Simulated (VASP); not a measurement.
# Ta (Im-3m) in VASP: further runs

One crystal, Ta, is run at these levels: PBE; tasks: relaxation of cell and atoms.

Everything below comes from runs of VASP 6.6.1. Logs are shortened: lines on timing, memory, paths and dates and some standing lists are left out, and cuts for length are marked.

**1. Starting point**

Symmetry: Im-3m, No. 229, cubic system. The conventional cell has a = 3.303 Å, b = 3.303 Å, c = 3.303 Å, α = 90.00°, β = 90.00°, γ = 90.00°. Ta (site symmetry m-3m) has 8 Ta at 2.86 Å as nearest neighbours.

**2. Relaxation of cell and atoms, PBE**

Contents of INCAR:

```
SYSTEM = Ta
PREC = Accurate
ENCUT = 600
EDIFF = 1E-6
ISMEAR = -1
SIGMA = 0.05
LREAL = .FALSE.
LASPH = .TRUE.
NELM = 80
ALGO = Fast
ISIF = 3
LWAVE = .FALSE.
LCHARG = .FALSE.
GGA = PE
IBRION = 2
NSW = 40
EDIFFG = -0.005
PSTRESS = 0
```

Contents of KPOINTS:

```
Automatic mesh
0
G
  23 23 23
  0 0 0
```

Contents of POSCAR:

```
Ta
1.0
   -1.6515000000      1.6515000000      1.6515000000
    1.6515000000     -1.6515000000      1.6515000000
    1.6515000000      1.6515000000     -1.6515000000
Ta
1
Direct
    0.0000000000      0.0000000000      0.0000000000
```

Potentials or basis: VASP PAW PBE potentials, release 64 (Ta_pv).

The run is started by

```console
cat potpaw_PBE.64/Ta_pv/POTCAR > POTCAR
mpirun -np 1 vasp_std > vasp.out
```

OUTCAR:

```text
SYSTEM = Ta
   PREC = Accurate
   ENCUT = 600
   EDIFF = 1E-6
   ISMEAR = -1
   LREAL = .FALSE.
   LASPH = .TRUE.
   NELM = 80
   ISIF = 3
   GGA = PE
   IBRION = 2
   NSW = 40
   EDIFFG = -0.005
   PSTRESS = 0

 ion  position               nearest neighbor table
   1  0.000  0.000  0.000-

  LATTYP: Found a body centered cubic cell.
 ALAT       =     3.3030000000

  Lattice vectors:

 A1 = (  -1.6515000000,   1.6515000000,   1.6515000000)
 A2 = (   1.6515000000,  -1.6515000000,   1.6515000000)
 A3 = (   1.6515000000,   1.6515000000,  -1.6515000000)

Analysis of symmetry for initial positions (statically):
=====================================================================
 Subroutine PRICEL returns:
 Original cell was already a primitive cell.

 Routine SETGRP: Setting up the symmetry group for a
 body centered cubic supercell.

 Subroutine GETGRP returns: Found 48 space group operations
 (whereof 48 operations were pure point group operations)
 out of a pool of 48 trial point group operations.

The static configuration has the point symmetry O_h .

Analysis of symmetry for dynamics (positions and initial velocities):
=====================================================================
 Subroutine PRICEL returns:
 Original cell was already a primitive cell.

 Routine SETGRP: Setting up the symmetry group for a
 body centered cubic supercell.

 Subroutine GETGRP returns: Found 48 space group operations
 (whereof 48 operations were pure point group operations)
 out of a pool of 48 trial point group operations.

The dynamic configuration has the point symmetry O_h .

 Subroutine INISYM returns: Found 48 space group operations
 (whereof 48 operations are pure point group operations),
 and found     1 'primitive' translations

----------------------------------------------------------------------------------------

                                     Primitive cell

  volume of cell :      18.0175

  direct lattice vectors                    reciprocal lattice vectors
    -1.651500000  1.651500000  1.651500000     0.000000000  0.302755071  0.302755071
     1.651500000 -1.651500000  1.651500000     0.302755071  0.000000000  0.302755071
     1.651500000  1.651500000 -1.651500000     0.302755071  0.302755071  0.000000000

  length of vectors
     2.860481909  2.860481909  2.860481909     0.428160328  0.428160328  0.428160328

  position of ions in fractional coordinates (direct lattice)
     0.000000000  0.000000000  0.000000000

  ion indices of the primitive-cell ions
   primitive index   ion index
                 1           1

----------------------------------------------------------------------------------------

 KPOINTS: Automatic mesh

Automatic generation of k-mesh.
 Grid dimensions read from file:
 generate k-points for:   23   23   23

 Generating k-lattice:

  Cartesian coordinates                     Fractional coordinates (reciprocal lattice)
     0.000000000  0.013163264  0.013163264     0.043478261  0.000000000  0.000000000
     0.013163264  0.000000000  0.013163264     0.000000000  0.043478261  0.000000000
     0.013163264  0.013163264  0.000000000     0.000000000  0.000000000  0.043478261

  Length of vectors
     0.018615666  0.018615666  0.018615666

  Shift w.r.t. Gamma in fractional coordinates (k-lattice)
     0.000000000  0.000000000  0.000000000

 Subroutine IBZKPT returns following result:
 ===========================================

 Found    364 irreducible k-points:

 Following reciprocal coordinates:
            Coordinates               Weight
  0.000000  0.000000  0.000000      1.000000
  0.043478  0.000000  0.000000     12.000000
  0.086957  0.000000  0.000000     12.000000
  0.130435  0.000000  0.000000     12.000000
  0.173913  0.000000  0.000000     12.000000
  0.217391  0.000000  0.000000     12.000000
[... 16 lines left out ...]
  0.478261  0.043478  0.000000     24.000000
  0.086957  0.086957  0.000000     24.000000
 [... further k-points ...]
[... 37 lines left out ...]
     AMIX     =   0.40;   BMIX     =  1.00
     AMIX_MAG =   1.60;   BMIX_MAG =  1.00
  volume/ion in A,a.u.               =      18.02       121.59
  Fermi-wavevector in a.u.,A,eV,Ry     =   1.388802  2.624456 26.242541  1.928772
  Thomas-Fermi vector in A             =   2.512894
   LORBIT       =      0    0 simple, 1 ext, 2 COOP (PROOUT), +10 PAW based schemes
   GGA     = PE    functional components
   LHFCALC =     F    Hartree Fock is set to
   AEXX    =    0.0000 exact exchange contribution
   IVDW    =     0    specifies the selected vdW correction
   LEPSILON=     F    determine dielectric tensor
   LRPA    =     F    only Hartree local field effects (RPA)
 conjugate gradient relaxation of ions
 non-spin polarized calculation
 RMM-DIIS sequential band-by-band and
  energy-cutoff  :      600.00
  volume of cell :       18.02
 maximum number of plane-waves:       617
   NGX = 11   NGY = 11   NGZ = 11

--------------------------------------- Ionic step        1  -------------------------------------------

 number of electron      11.0000002 magnetization

 Free energy of the ion-electron system (eV)
  ---------------------------------------------------
  ext. energy  EPLUGINS =         0.00000000
  ---------------------------------------------------
  free energy    TOTEN  =       -11.81594111 eV

  energy without entropy =      -11.80565236  energy(sigma->0) =      -11.81079673

------------------------ aborting loop because EDIFF is reached ----------------------------------------

  FORCE on cell =-STRESS in cart. coord.  units (eV):
  Direction    XX          YY          ZZ          XY          YZ          ZX
  --------------------------------------------------------------------------------------
  -------------------------------------------------------------------------------------
  Total        0.3556079      0.3556079      0.3556079     -0.0000000     -0.0000000     -0.0000000
  in kB       31.6217749     31.6217749     31.6217749     -0.0000000     -0.0000000     -0.0000000
  external PRESSURE =      31.6217749 kB  Pullay stress =       0.0000000 kB
[... 55 lines left out ...]
  energy  without entropy=      -11.7937570905  energy(sigma->0) =      -11.79926941

--------------------------------------- Ionic step        3  -------------------------------------------

 number of electron      11.0000000 magnetization

 Free energy of the ion-electron system (eV)
  ---------------------------------------------------
  ext. energy  EPLUGINS =         0.00000000
  ---------------------------------------------------
  free energy    TOTEN  =       -11.81869656 eV

  energy without entropy =      -11.80821979  energy(sigma->0) =      -11.81345818

 E-fermi :   5.3502     XC(G=0): -12.5361

 val. band max:        5.3461519071   @ k =   0.0870   0.0870   0.0435
 cond. band min:       5.3536578001   @ k =  -0.2174   0.3043   0.0870
 fundamental gap:      0.0075058930
 Fermi energy:         5.3502030573

 k-point     1 :       0.0000    0.0000    0.0000
  band No.  band energies     occupation
      1     -27.7819      2.00000
      2     -27.7819      2.00000
      3     -27.7819      2.00000
      4      -2.4977      2.00000
      5       6.0891      0.00000
      6       6.0891      0.00000
      7       6.0891      0.00000
      8       9.3054      0.00000
      9       9.3054      0.00000
[... 265 lines left out ...]
 k-point    24 :       0.0870    0.0870    0.0000
  band No.  band energies     occupation
      1     -28.0290      2.00000
      2     -27.8388      2.00000
      3     -27.8034      2.00000
      4      -1.5502      2.00000
      5       5.5968      0.01431
      6       5.6972      0.00193
      7       7.0945      0.00000
      8       8.5716      0.00000
      9       9.4250      0.00000

 [... further k-points ...]

------------------------ aborting loop because EDIFF is reached ----------------------------------------

  FORCE on cell =-STRESS in cart. coord.  units (eV):
  Direction    XX          YY          ZZ          XY          YZ          ZX
  --------------------------------------------------------------------------------------
  -------------------------------------------------------------------------------------
  Total       -0.0018029     -0.0018029     -0.0018029      0.0000000     -0.0000000      0.0000000
  in kB       -0.1578058     -0.1578058     -0.1578058      0.0000000     -0.0000000      0.0000000
  external PRESSURE =      -0.1578058 kB  Pullay stress =       0.0000000 kB
[... 16 lines left out ...]
  FREE ENERGIE OF THE ION-ELECTRON SYSTEM (eV)
  ---------------------------------------------------
  free  energy   TOTEN  =       -11.8186965628 eV

  energy  without entropy=      -11.8082197877  energy(sigma->0) =      -11.81345818

 reached required accuracy - stopping structural energy minimisation
```

Run time: 2.1 min. Hardware: 1 thread of AMD EPYC 7R13 (Zen 3), shared host; peak memory 0.19 GiB.

What came out:

- Free energy: -11.8187 eV
- Relaxed volume: 18.30 Å³/atom
- Relaxed cell: a = 2.876 Å, b = 2.876 Å, c = 2.876 Å, α = 109.47°, β = 109.47°, γ = 109.47°
- Space group after relaxing (to 0.05 Å): Im-3m (No. 229)
- Energy gained by relaxing: 2.8 meV/atom
- Ionic steps: 3
- Pressure after relaxing: 0.0 GPa
- Band gap on the k mesh: none (metal or under the smearing width)

The path:
| step | energy change (eV) | largest force (eV/Å) | pressure (GPa) | volume (Å³) |
| --- | --- | --- | --- | --- |
| 1 | 0.0000 | 0.0000 | 3.16 | 18.02 |
| 2 | 0.0112 | 0.0000 | -6.59 | 18.96 |
| 3 | -0.0028 | 0.0000 | -0.02 | 18.30 |

Final structure:
```xyz
1
Lattice="-1.6602 1.6602 1.6602 1.6602 -1.6602 1.6602 1.6602 1.6602 -1.6602" Properties=species:S:1:pos:R:3 pbc="T T T"
Ta    0.0000    0.0000    0.0000
```

Levels at points of the mesh, in eV from the Fermi level:
| k point | band 2 | band 3 | band 4 | band 5 | band 6 | band 7 | band 8 | band 9 |
| --- | --- | --- | --- | --- | --- | --- | --- | --- |
| (0.00, 0.00, 0.00) | -33.13 | -33.13 | -7.85 | 0.74 | 0.74 | 0.74 | 3.96 | 3.96 |

**3. Relaxation of cell and atoms, PBE, target pressure 10.6 GPa, at which the enthalpy is minimised**

Changes to INCAR since step 2:

```diff
@@ -17,2 +17,2 @@
 EDIFFG = -0.005
-PSTRESS = 0
+PSTRESS = 106.0
```

KPOINTS is that of step 2.

POSCAR is that of step 2.

Potentials or basis: VASP PAW PBE potentials, release 64 (Ta_pv).

The run is started by

```console
cat potpaw_PBE.64/Ta_pv/POTCAR > POTCAR
mpirun -np 1 vasp_std > vasp.out
```

Wall time 2.4 min (1 thread of AMD EPYC 7R13 (Zen 3), shared host); peak memory 0.19 GiB.

Results (log left out):

- Free energy: -11.7911 eV
- Relaxed volume: 17.43 Å³/atom
- Relaxed cell: a = 2.829 Å, b = 2.829 Å, c = 2.829 Å, α = 109.47°, β = 109.47°, γ = 109.47°
- Space group after relaxing (to 0.05 Å): Im-3m (No. 229)
- Energy change on relaxing (the enthalpy is what falls): +24.8 meV/atom
- Ionic steps: 4
- Pressure after relaxing: 10.6 GPa
- Band gap on the k mesh: none (metal or under the smearing width)

The path:
```tsv
step	energy change (eV)	largest force (eV/Å)	pressure (GPa)	volume (Å³)
1	0.0000	0.0000	3.16	18.02
2	0.2339	0.0000	35.35	15.92
3	0.0235	0.0000	10.31	17.45
4	0.0248	0.0000	10.61	17.43
```

Final structure:
```
CELL_PARAMETERS angstrom
-1.63338 1.63338 1.63338
1.63338 -1.63338 1.63338
1.63338 1.63338 -1.63338
ATOMIC_POSITIONS crystal
Ta 0.00000 0.00000 0.00000
```

Levels at points of the mesh, in eV from the Fermi level:
| k point | band 4 | band 5 | band 6 | band 7 | band 8 | band 9 |
| --- | --- | --- | --- | --- | --- | --- |
| (0.00, 0.00, 0.00) | -8.03 | 0.74 | 0.74 | 0.74 | 4.14 | 4.14 |

Caveat: the cell is relaxed towards a set pressure, so the enthalpy falls and the energy may rise. Spin-orbit coupling is left out, which matters for the levels of Ta.

**4. Relaxation of cell and atoms, PBE, target pressure 20.8 GPa, at which the enthalpy is minimised**

Changes to INCAR since step 3:

```diff
@@ -17,2 +17,2 @@
 EDIFFG = -0.005
-PSTRESS = 106.0
+PSTRESS = 208.0
```

KPOINTS is that of step 3.

POSCAR is that of step 3.

The run is started by

```console
cat potpaw_PBE.64/Ta_pv/POTCAR > POTCAR
mpirun -np 1 vasp_std > vasp.out
```

Wall time 3.9 min (1 thread of AMD EPYC 7R13 (Zen 3), shared host); peak memory 0.19 GiB.

It converged, with:

| Item | Value |
| --- | --- |
| Free energy | -11.7241 eV |
| Relaxed volume | 16.74 Å³/atom |
| Relaxed cell | a = 2.791 Å, b = 2.791 Å, c = 2.791 Å, α = 109.47°, β = 109.47°, γ = 109.47° |
| Space group after relaxing (to 0.05 Å) | Im-3m (No. 229) |
| Energy change on relaxing (the enthalpy is what falls) | +91.8 meV/atom |
| Ionic steps | 7 |
| Pressure after relaxing | 20.8 GPa |
| Band gap on the k mesh | none (metal or under the smearing width) |

The path:
```
step  energy change (eV)  largest force (eV/Å)  pressure (GPa)  volume (Å³)
   1              0.0000                0.0000            3.16        18.02
   2              1.3504                0.0000          112.56        13.32
   3              0.0798                0.0000           19.30        16.84
   4              0.0893                0.0000           20.51        16.76
   5              0.0925                0.0000           20.91        16.74
   6              0.0893                0.0000           20.57        16.76
   7              0.0918                0.0000           20.83        16.74
```

Final structure:
```yaml
crystal:
  lattice:
    - [-1.61154, 1.61154, 1.61154]
    - [1.61154, -1.61154, 1.61154]
    - [1.61154, 1.61154, -1.61154]
  atoms:
    - { symbol: Ta, position: [0.00000, 0.00000, 0.00000] }
```

Levels at points of the mesh, in eV from the Fermi level:
| k point | band 3 | band 4 | band 5 | band 6 | band 7 | band 8 | band 9 |
| --- | --- | --- | --- | --- | --- | --- | --- |
| (0.00, 0.00, 0.00) | -32.77 | -8.18 | 0.74 | 0.74 | 0.74 | 4.28 | 4.28 |

Caveat: the cell is relaxed towards a set pressure, so the enthalpy falls and the energy may rise.

**5. Relaxation of cell and atoms, PBE, target pressure 50.2 GPa, at which the enthalpy is minimised**

Changes to INCAR since step 4:

```diff
@@ -17,2 +17,2 @@
 EDIFFG = -0.005
-PSTRESS = 208.0
+PSTRESS = 502.0
```

KPOINTS is that of step 4.

POSCAR is that of step 4.

The run is started by

```console
cat potpaw_PBE.64/Ta_pv/POTCAR > POTCAR
mpirun -np 1 vasp_std > vasp.out
```

Run time: 6.3 min. Hardware: 1 thread of AMD EPYC 7R13 (Zen 3), shared host; peak memory 0.2 GiB.

Results (log left out):

- Free energy: -11.3998 eV
- Relaxed volume: 15.24 Å³/atom
- Relaxed cell: a = 2.705 Å, b = 2.705 Å, c = 2.705 Å, α = 109.47°, β = 109.47°, γ = 109.47°
- Space group after relaxing (to 0.05 Å): Im-3m (No. 229)
- Energy change on relaxing (the enthalpy is what falls): +416.1 meV/atom
- Ionic steps: 16
- Pressure after relaxing: 50.2 GPa
- Band gap on the k mesh: none (metal or under the smearing width)

The path:
| step | energy change (eV) | largest force (eV/Å) | pressure (GPa) | volume (Å³) |
| --- | --- | --- | --- | --- |
| 1 | 0.0000 | 0.0000 | 3.16 | 18.02 |
| 2 | 16.0387 | 0.0000 | 1035.05 | 7.44 |
| 3 | 0.2419 | 0.0000 | 36.02 | 15.89 |
| 4 | 0.3191 | 0.0000 | 42.57 | 15.57 |
| 5 | 0.4178 | 0.0000 | 50.32 | 15.23 |
| 6 | 0.4014 | 0.0000 | 49.04 | 15.28 |
| 7 | 0.4028 | 0.0000 | 49.18 | 15.28 |
| 8 | 0.4067 | 0.0000 | 49.46 | 15.27 |
| 9 | 0.4068 | 0.0000 | 49.49 | 15.27 |
| 10 | 0.4070 | 0.0000 | 49.49 | 15.27 |
| 11 | 0.4074 | 0.0000 | 49.49 | 15.26 |
| 12 | 0.4082 | 0.0000 | 49.59 | 15.26 |
| 13 | 0.4099 | 0.0000 | 49.72 | 15.26 |
| 14 | 0.4132 | 0.0000 | 49.96 | 15.25 |
| 15 | 0.4200 | 0.0000 | 50.52 | 15.22 |
| 16 | 0.4161 | 0.0000 | 50.24 | 15.24 |

Final structure:
```
CELL_PARAMETERS angstrom
-1.56174 1.56174 1.56174
1.56174 -1.56174 1.56174
1.56174 1.56174 -1.56174
ATOMIC_POSITIONS crystal
Ta 0.00000 0.00000 0.00000
```

Levels at points of the mesh, in eV from the Fermi level:
| k point | band 2 | band 3 | band 4 | band 5 | band 6 | band 7 | band 8 | band 9 |
| --- | --- | --- | --- | --- | --- | --- | --- | --- |
| (0.00, 0.00, 0.00) | -32.40 | -32.40 | -8.52 | 0.69 | 0.69 | 0.69 | 4.58 | 4.58 |

Caveat: the cell is relaxed towards a set pressure, so the enthalpy falls and the energy may rise; the volume moved by over 15 % at a fixed basis, so the end points are rough. Spin-orbit coupling is left out, which matters for the levels of Ta.

**6. Relaxation of cell and atoms, PBE, target pressure 79.9 GPa, at which the enthalpy is minimised**

Changes to INCAR since step 5:

```diff
@@ -17,2 +17,2 @@
 EDIFFG = -0.005
-PSTRESS = 502.0
+PSTRESS = 799.0
```

KPOINTS is that of step 5.

POSCAR is that of step 5.

Potentials or basis: VASP PAW PBE potentials, release 64 (Ta_pv).

The run is started by

```console
cat potpaw_PBE.64/Ta_pv/POTCAR > POTCAR
mpirun -np 1 vasp_std > vasp.out
```

Wall time 6 min (1 thread of AMD EPYC 7R13 (Zen 3), shared host); peak memory 0.23 GiB.

Results (log left out):

```yaml
Free_energy: -10.9781 eV
Relaxed_volume: 14.18 Å³/atom
Relaxed_cell: a = 2.641 Å, b = 2.641 Å, c = 2.641 Å, α = 109.47°, β = 109.47°, γ = 109.47°
Space_group_after_relaxing_to_0.05_Å: Im-3m (No. 229)
Energy_change_on_relaxing_the_enthalpy_is_what_falls: +837.8 meV/atom
Ionic_steps: 9
Pressure_after_relaxing: 79.9 GPa
Band_gap_on_the_k_mesh: none (metal or under the smearing width)
```

The path:
| step | energy change (eV) | largest force (eV/Å) | pressure (GPa) | volume (Å³) |
| --- | --- | --- | --- | --- |
| 1 | 0.0000 | 0.0000 | 3.16 | 18.02 |
| 2 | 100.3170 | 0.0000 | 9757.32 | 3.58 |
| 3 | 0.2589 | 0.0000 | 14.69 | 17.17 |
| 4 | 0.1229 | 0.0000 | 24.46 | 16.52 |
| 5 | 1.0009 | 0.0000 | 90.55 | 13.88 |
| 6 | 0.8170 | 0.0000 | 78.42 | 14.23 |
| 7 | 0.8517 | 0.0000 | 80.86 | 14.16 |
| 8 | 0.7806 | 0.0000 | 76.10 | 14.30 |
| 9 | 0.8378 | 0.0000 | 79.87 | 14.18 |

Final structure:
```
Ta
1.0
    -1.52495    1.52495    1.52495
     1.52495   -1.52495    1.52495
     1.52495    1.52495   -1.52495
Ta
1
Direct
  0.00000 0.00000 0.00000
```

Levels at points of the mesh, in eV from the Fermi level:
```csv
k point,band 3,band 4,band 5,band 6,band 7,band 8
"(0.00, 0.00, 0.00)",-32.12,-8.75,0.62,0.62,0.62,4.81
```

Caveat: the cell is relaxed towards a set pressure, so the enthalpy falls and the energy may rise; the volume moved by over 15 % at a fixed basis, so the end points are rough. Spin-orbit coupling is left out, which matters for the levels of Ta.

**7. The runs side by side**

```tsv
cell	P gpa	target pressure	gap on the mesh (eV)	pressure (GPa)
relaxed	0	-	none	0.0
relaxed to 10.6 GPa	10.6	10.6 GPa	none	10.6
relaxed to 20.8 GPa	20.8	20.8 GPa	none	20.8
relaxed to 50.2 GPa	50.2	50.2 GPa	none	50.2
relaxed to 79.9 GPa	79.9	79.9 GPa	none	79.9
```

Alike in all rows: task relaxation of cell and atoms; level PBE; potentials or basis VASP PAW PBE potentials, release 64 (Ta_pv); no spin polarisation; k mesh 23 × 23 × 23; cutoff (eV) 600; smearing fermi-dirac 0.05 eV.

Caveats: the cell is relaxed towards a set pressure, so the enthalpy falls and the energy may rise (some runs); the volume moved by over 15 % at a fixed basis, so the end points are rough (some runs).

Total energies depend on the potentials used, so only differences within one code and one set of settings carry meaning.
